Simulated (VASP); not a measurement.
Consider the following.

```
CELL_PARAMETERS angstrom
      1.82500    -3.16099     0.00000
      1.82500     3.16099     0.00000
      0.00000     0.00000     3.87000
ATOMIC_POSITIONS crystal
  Li 0.33333 0.66667 0.00000
  Li 0.66667 0.33333 0.00000
  Li 0.00000 0.00000 0.50000
  N  0.00000 0.00000 0.00000
```

Calculation: PBE GGA, VASP's PBE PAW potentials (set 64) (plane waves; VASP 6.6.1). Numerical set-up: 520 eV cut-off, 6×6×5 Monkhorst-Pack mesh, Gaussian smearing of 0.050 eV, potentials Li_sv N.

**Question.** Predict the energy per atom (σ→0).

**Answer.** 
The energy per atom (σ→0) comes out as -3.907 eV/atom.

Only differences to runs with the same potentials and settings are physical.

The compound is Li3N in the alpha structure. The cell was not relaxed at this level. The run is one of a series of settings (KPOINTS 6×6×5 Monkhorst-Pack mesh against the base run), some of them coarse on purpose.
